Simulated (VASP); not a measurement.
# Hf (Fm-3m) in VASP: settings compared

Aim: see how the results for Hf move with the level of theory and the settings. Levels: LDA, r2SCAN. Tasks: single point.

Everything below comes from runs of VASP 6.6.1. Logs are shortened: lines on timing, memory, paths and dates and some standing lists are left out, and cuts for length are marked.

### Step 1. The crystal as given

Symmetry: Fm-3m, No. 225, cubic system. The conventional cell has a = 4.440 Å, b = 4.440 Å, c = 4.440 Å, α = 90.00°, β = 90.00°, γ = 90.00°. Around Hf (site symmetry m-3m) lie 12 Hf at 3.14 Å.

This isn't the form of Hf at room conditions, which is hcp.

### Step 2. Single point, LDA

INCAR reads:

```
ALGO     = Normal         # electronic algorithm
EDIFF    = 1E-7           # SCF threshold, eV
ENCUT    = 520            # plane-wave cutoff, eV
ISIF     = 2              # what is computed and relaxed
ISMEAR   = -1             # smearing method
LASPH    = True           # aspherical terms in the spheres
LCHARG   = False          # write CHGCAR
LREAL    = False          # projectors in reciprocal space
LWAVE    = False          # write WAVECAR
NBANDS   = 11             # bands
NELM     = 100            # most SCF steps
PREC     = Accurate       # precision mode
SIGMA    = 0.03           # smearing width, eV
```

KPOINTS reads:

```
k-points
0
Gamma
  16 16 16
```

POSCAR reads:

```
Hf
1.0
    0.0000000000      2.2200000000      2.2200000000
    2.2200000000      0.0000000000      2.2200000000
    2.2200000000      2.2200000000      0.0000000000
Hf
1
Direct
    0.0000000000      0.0000000000      0.0000000000
```

Potentials or basis: VASP PAW LDA potentials, release 64 (Hf_pv).

The run is started by

```bash
$ cat potpaw_LDA.64/Hf_pv/POTCAR > POTCAR
$ mpirun -np 1 vasp_std > vasp.out
```

OUTCAR:

```text
EDIFF = 1E-7
   ENCUT = 520
   ISIF = 2
   ISMEAR = -1
   LASPH = True
   LREAL = False
   NELM = 100
   PREC = Accurate

 ion  position               nearest neighbor table
   1  0.000  0.000  0.000-

  LATTYP: Found a face centered cubic cell.
 ALAT       =     4.4400000000

  Lattice vectors:

 A1 = (   0.0000000000,   2.2200000000,   2.2200000000)
 A2 = (   2.2200000000,   0.0000000000,   2.2200000000)
 A3 = (   2.2200000000,   2.2200000000,   0.0000000000)

Analysis of symmetry for initial positions (statically):
=====================================================================
 Subroutine PRICEL returns:
 Original cell was already a primitive cell.

 Routine SETGRP: Setting up the symmetry group for a
 face centered cubic supercell.

 Subroutine GETGRP returns: Found 48 space group operations
 (whereof 48 operations were pure point group operations)
 out of a pool of 48 trial point group operations.

The static configuration has the point symmetry O_h .

Analysis of symmetry for dynamics (positions and initial velocities):
=====================================================================
 Subroutine PRICEL returns:
 Original cell was already a primitive cell.

 Routine SETGRP: Setting up the symmetry group for a
 face centered cubic supercell.

 Subroutine GETGRP returns: Found 48 space group operations
 (whereof 48 operations were pure point group operations)
 out of a pool of 48 trial point group operations.

The dynamic configuration has the point symmetry O_h .

 Subroutine INISYM returns: Found 48 space group operations
 (whereof 48 operations are pure point group operations),
 and found     1 'primitive' translations

----------------------------------------------------------------------------------------

                                     Primitive cell

  volume of cell :      21.8821

  direct lattice vectors                    reciprocal lattice vectors
     0.000000000  2.220000000  2.220000000    -0.225225225  0.225225225  0.225225225
     2.220000000  0.000000000  2.220000000     0.225225225 -0.225225225  0.225225225
     2.220000000  2.220000000  0.000000000     0.225225225  0.225225225 -0.225225225

  length of vectors
     3.139554108  3.139554108  3.139554108     0.390101533  0.390101533  0.390101533

  position of ions in fractional coordinates (direct lattice)
     0.000000000  0.000000000  0.000000000

  ion indices of the primitive-cell ions
   primitive index   ion index
                 1           1

----------------------------------------------------------------------------------------

 KPOINTS: k-points

Automatic generation of k-mesh.
 Grid dimensions read from file:
 generate k-points for:   16   16   16

 Generating k-lattice:

  Cartesian coordinates                     Fractional coordinates (reciprocal lattice)
    -0.014076577  0.014076577  0.014076577     0.062500000  0.000000000  0.000000000
     0.014076577 -0.014076577  0.014076577     0.000000000  0.062500000  0.000000000
     0.014076577  0.014076577 -0.014076577     0.000000000  0.000000000  0.062500000

  Length of vectors
     0.024381346  0.024381346  0.024381346

  Shift w.r.t. Gamma in fractional coordinates (k-lattice)
     0.000000000  0.000000000  0.000000000

 Subroutine IBZKPT returns following result:
 ===========================================

 Found    145 irreducible k-points:

 Following reciprocal coordinates:
            Coordinates               Weight
  0.000000  0.000000  0.000000      1.000000
  0.062500  0.000000  0.000000      8.000000
  0.125000  0.000000  0.000000      8.000000
  0.187500  0.000000  0.000000      8.000000
  0.250000  0.000000  0.000000      8.000000
  0.312500  0.000000  0.000000      8.000000
[... 16 lines left out ...]
 -0.125000  0.062500  0.000000     24.000000
 -0.062500  0.062500  0.000000     12.000000
 [... further k-points ...]
   k-points           NKPTS =    145   k-points in BZ     NKDIM =    145   number of bands    NBANDS=     11
   number of dos      NEDOS =    301   number of ions     NIONS =      1
   total plane-waves  NPLWV =  13824
   dimension x,y,z NGX =    24 NGY =   24 NGZ =   24
   dimension x,y,z NGXF=    48 NGYF=   48 NGZF=   48
   ions per type =               1
   NGX,Y,Z   is equivalent  to a cutoff of  12.71, 12.71, 12.71 a.u.
   NGXF,Y,Z  is equivalent  to a cutoff of  25.42, 25.42, 25.42 a.u.
 SYSTEM =  unknown system
   PREC   = accura    normal or accurate (medium, high low for compatibility)
   ISTART =      0    job   : 0-new  1-cont  2-samecut
   ICHARG =      2    charge: 1-file 2-atom 10-const
   ISPIN  =      1    spin polarized calculation?
   LNONCOLLINEAR =      F non collinear calculations
   LSORBIT =      F    spin-orbit coupling
   LASPH  =      T    aspherical Exc in radial PAW
   ENCUT  =  520.0 eV  38.22 Ry    6.18 a.u.   5.84  5.84  5.84*2*pi/ulx,y,z
   NELM   =    100;   NELMIN=  2; NELMDL= -5     # of ELM steps
   EDIFF  = 0.1E-06   stopping-criterion for ELM
   LREAL  =      F    real-space projection
   EDIFFG = 0.1E-05   stopping-criterion for IOM
   NSW    =      0    number of steps for IOM
   IBRION =     -1    ionic relax: 0-MD 1-quasi-New 2-CG
   NFREE  =      0    steps in history (QN), initial steepest desc. (CG)
   ISIF   =      2    stress and relaxation
   ISYM   =      2    0-nonsym 1-usesym 2-fastsym
   POTIM  = 0.5000    time-step for ionic-motion
   TEBEG  =    0.0;   TEEND  =   0.0 temperature during run
   PSTRESS=    0.0 pullay stress
   NELECT =      10.0000    total number of electrons
   NUPDOWN=      -1.0000    fix difference up-down
   EMIN   =  10.00;   EMAX   =-10.00  energy-range for DOS
   EFERMI =   0.00;   METHOD = LEGACY
   ISMEAR =    -1;   SIGMA  =   0.03  broadening in eV -4-tet -1-fermi 0-gaus
   EFERMI_NEDOS =   21; number of points for ismear=-14 and -15
   IALGO  =     38    algorithm
   IMIX   =      4    mixing-type and parameters
     AMIX     =   0.40;   BMIX     =  1.00
     AMIX_MAG =   1.60;   BMIX_MAG =  1.00
  volume/ion in A,a.u.               =      21.88       147.67
  Fermi-wavevector in a.u.,A,eV,Ry     =   1.260991  2.382927 21.634588  1.590097
  Thomas-Fermi vector in A             =   2.394472
   LORBIT       =      0    0 simple, 1 ext, 2 COOP (PROOUT), +10 PAW based schemes
   GGA     = CA    functional components
   LHFCALC =     F    Hartree Fock is set to
   AEXX    =    0.0000 exact exchange contribution
   IVDW    =     0    specifies the selected vdW correction
   LEPSILON=     F    determine dielectric tensor
   LRPA    =     F    only Hartree local field effects (RPA)
 non-spin polarized calculation
  energy-cutoff  :      520.00
  volume of cell :       21.88
 maximum number of plane-waves:       609
   NGX = 11   NGY = 11   NGZ = 11

 number of electron      10.0000000 magnetization

 Free energy of the ion-electron system (eV)
  ---------------------------------------------------
  ext. energy  EPLUGINS =         0.00000000
  ---------------------------------------------------
  free energy    TOTEN  =       -10.61139616 eV

  energy without entropy =      -10.60595345  energy(sigma->0) =      -10.60867481

 E-fermi :   4.7776     XC(G=0): -11.5727

 val. band max:        4.7746361741   @ k =  -0.3750   0.1250   0.0000
 cond. band min:       4.7780723380   @ k =   0.3125   0.0000   0.0000
 fundamental gap:      0.0034361639
 Fermi energy:         4.7776009524

 k-point     1 :       0.0000    0.0000    0.0000
  band No.  band energies     occupation
      1     -25.0081      2.00000
      2     -25.0081      2.00000
      3     -25.0081      2.00000
      4      -2.4491      2.00000
      5       6.1088      0.00000
      6       6.1088      0.00000
      7       6.1088      0.00000
      8       8.9376      0.00000
      9       8.9376      0.00000
     10      16.2684      0.00000
     11      16.9586      0.00000

 k-point     2 :       0.0625    0.0000    0.0000
  band No.  band energies     occupation
      1     -25.0446      2.00000
      2     -25.0126      2.00000
      3     -25.0126      2.00000
      4      -2.3077      2.00000
      5       5.9686      0.00000
      6       6.1769      0.00000
      7       6.1769      0.00000
      8       8.8630      0.00000
      9       8.8630      0.00000
     10      16.5818      0.00000
     11      16.9584      0.00000

 k-point     3 :       0.1250    0.0000    0.0000
  band No.  band energies     occupation
      1     -25.1473      2.00000
      2     -25.0257      2.00000
      3     -25.0257      2.00000
      4      -1.8995      2.00000
      5       5.6160      0.00000
      6       6.3461      0.00000
      7       6.3461      0.00000
      8       8.7076      0.00000
      9       8.7076      0.00000
     10      16.9573      0.00000
     11      17.3562      0.00000

 k-point     4 :       0.1875    0.0000    0.0000
  band No.  band energies     occupation
      1     -25.2979      2.00000
      2     -25.0451      2.00000
      3     -25.0451      2.00000
      4      -1.2747      2.00000
      5       5.1998      0.00000
      6       6.4945      0.00000
      7       6.4945      0.00000
      8       8.6642      0.00000
      9       8.6642      0.00000
     10      16.9491      0.00000
     11      17.2459      0.00000

 k-point     5 :       0.2500    0.0000    0.0000
  band No.  band energies     occupation
      1     -25.4708      2.00000
      2     -25.0679      2.00000
      3     -25.0679      2.00000
      4      -0.5264      2.00000
      5       4.8741      0.07717
      6       6.4681      0.00000
      7       6.4681      0.00000
      8       8.9446      0.00000
      9       8.9446      0.00000
     10      16.3190      0.00000
     11      16.9641      0.00000
[... 211 lines left out ...]
 k-point    21 :      -0.2500    0.0625    0.0000
  band No.  band energies     occupation
      1     -25.5294      2.00000
      2     -25.1122      2.00000
      3     -25.0658      2.00000
      4      -0.1577      2.00000
      5       4.7373      1.58573
      6       6.3009      0.00000
      7       6.5309      0.00000
      8       8.6066      0.00000
      9       9.6839      0.00000
     10      16.3024      0.00000
     11      16.9652      0.00000

 k-point    22 :      -0.1875    0.0625    0.0000
  band No.  band energies     occupation
      1     -25.3616      2.00000
      2     -25.0862      2.00000
      3     -25.0430      2.00000
      4      -0.9182      2.00000
      5       4.9911      0.00162
      6       6.4550      0.00000
      7       6.6333      0.00000
      8       8.2254      0.00000
      9       9.1837      0.00000
     10      16.9442      0.00000
     11      17.2102      0.00000

 k-point    23 :      -0.1250    0.0625    0.0000
  band No.  band energies     occupation
      1     -25.2079      2.00000
      2     -25.0592      2.00000
      3     -25.0248      2.00000
      4      -1.5937      2.00000
      5       5.3732      0.00000
      6       6.4378      0.00000
      7       6.4878      0.00000
      8       8.2950      0.00000
      9       8.9652      0.00000
     10      16.9565      0.00000
     11      17.8401      0.00000

 k-point    24 :      -0.0625    0.0625    0.0000
  band No.  band energies     occupation
      1     -25.0956      2.00000
      2     -25.0334      2.00000
      3     -25.0141      2.00000
      4      -2.0770      2.00000
      5       5.7462      0.00000
      6       6.2797      0.00000
      7       6.2982      0.00000
      8       8.5883      0.00000
      9       8.9271      0.00000
     10      16.9580      0.00000
     11      17.0711      0.00000

 [... further k-points ...]

------------------------ aborting loop because EDIFF is reached ----------------------------------------

  FORCE on cell =-STRESS in cart. coord.  units (eV):
  Direction    XX          YY          ZZ          XY          YZ          ZX
  --------------------------------------------------------------------------------------
  -------------------------------------------------------------------------------------
  Total       -0.7912339     -0.7912339     -0.7912339     -0.0000000      0.0000000      0.0000000
  in kB      -57.9330706    -57.9330706    -57.9330706     -0.0000000      0.0000000      0.0000000
  external PRESSURE =     -57.9330706 kB  Pullay stress =       0.0000000 kB

 VOLUME and BASIS-vectors are now :
 -----------------------------------------------------------------------------
  energy-cutoff  :      520.00
  volume of cell :       21.88
      direct lattice vectors                 reciprocal lattice vectors
     0.000000000  2.220000000  2.220000000    -0.225225225  0.225225225  0.225225225
     2.220000000  0.000000000  2.220000000     0.225225225 -0.225225225  0.225225225
     2.220000000  2.220000000  0.000000000     0.225225225  0.225225225 -0.225225225

 POSITION                                       TOTAL-FORCE (eV/Angst)
 -----------------------------------------------------------------------------------
      0.00000      0.00000      0.00000         0.000000      0.000000      0.000000
 -----------------------------------------------------------------------------------
    total drift:                               -0.000000      0.000000      0.000000

  FREE ENERGIE OF THE ION-ELECTRON SYSTEM (eV)
  ---------------------------------------------------
  free  energy   TOTEN  =       -10.6113961605 eV

  energy  without entropy=      -10.6059534512  energy(sigma->0) =      -10.60867481
```

Wall time 11 s (1 thread of Intel Xeon Platinum 8488C (Sapphire Rapids), shared host); peak memory 0.15 GiB.

Results:

| Item | Value |
| --- | --- |
| Free energy | -10.6114 eV |
| Pressure | -5.8 GPa |
| Band gap on the k mesh | none (metal or under the smearing width) |

Levels at points of the mesh, in eV from the Fermi level:
```csv
k point,band 2,band 3,band 4,band 5,band 6,band 7,band 8,band 9
"(0.00, 0.00, 0.00)",-29.79,-29.79,-7.23,1.33,1.33,1.33,4.16,4.16
"(0.50, 0.00, 0.00)",-29.90,-29.90,-3.70,0.80,1.10,1.10,6.36,6.36
"(0.50, 0.50, 0.00)",-30.11,-30.11,-3.36,-2.24,2.77,6.35,7.02,7.02
```

The run has no spin-orbit coupling, so splittings on Hf are missing.

### Step 3. Single point, r2SCAN (functional r2scan, volume scaled by 0.96)

POSCAR reads:

```
Hf
1.0
    0.0000000000      2.1899963220      2.1899963220
    2.1899963220      0.0000000000      2.1899963220
    2.1899963220      2.1899963220      0.0000000000
Hf
1
Direct
    0.0000000000      0.0000000000      0.0000000000
```

INCAR.step1 reads:

```
PREC = Accurate
ENCUT = 520
ISMEAR = -1
SIGMA = 0.03
LREAL = False
LASPH = True
NELM = 100
NBANDS = 11
GGA = PE
ALGO = Normal
EDIFF = 1E-4
LWAVE = True
LCHARG = False
```

INCAR.step2 reads:

```
PREC = Accurate
ENCUT = 520
EDIFF = 1E-6
ISMEAR = -1
SIGMA = 0.03
LREAL = False
LASPH = True
NELM = 100
ALGO = Normal
ISIF = 2
LWAVE = False
LCHARG = True
METAGGA = R2SCAN
LMIXTAU = True
LELF = True
LVHAR = True
NBANDS = 11
ISTART = 1
```

KPOINTS reads:

```
regular mesh
0
Gamma
  16 16 16
```

Potentials or basis: VASP PAW PBE potentials, release 64 (Hf_pv).

The run is started by

```bash
$ cat potpaw_PBE.64/Hf_pv/POTCAR > POTCAR
$ cp INCAR.step1 INCAR
$ mpirun -np 1 vasp_std > vasp.out
$ cp INCAR.step2 INCAR
$ mpirun -np 1 vasp_std > vasp.out
```

Wall time 46 s (1 thread of Intel Xeon Platinum 8488C (Sapphire Rapids), shared host); peak memory 0.17 GiB.

The run converged. Its results:

```yaml
Free_energy: -45.0372 eV
Pressure: 7.0 GPa
Band_gap_on_the_k_mesh: none (metal or under the smearing width)
```

Levels at points of the mesh, in eV from the Fermi level:
```tsv
k point	band 1	band 2	band 3	band 4	band 5	band 6	band 7	band 8	band 9	band 10
(0.00, 0.00, 0.00)	-30.87	-30.87	-30.87	-7.76	1.64	1.64	1.64	4.87	4.87	12.05
(0.50, 0.00, 0.00)	-31.90	-31.00	-31.00	-3.92	0.61	1.41	1.41	7.14	7.14	10.85
(0.50, 0.50, 0.00)	-31.84	-31.23	-31.23	-3.60	-2.41	2.82	7.22	7.79	7.79	10.95
```

Caveat: the PAW data sets were made with another functional, which shifts forces and pressure a little. Spin-orbit coupling is left out, which matters for the levels of Hf.
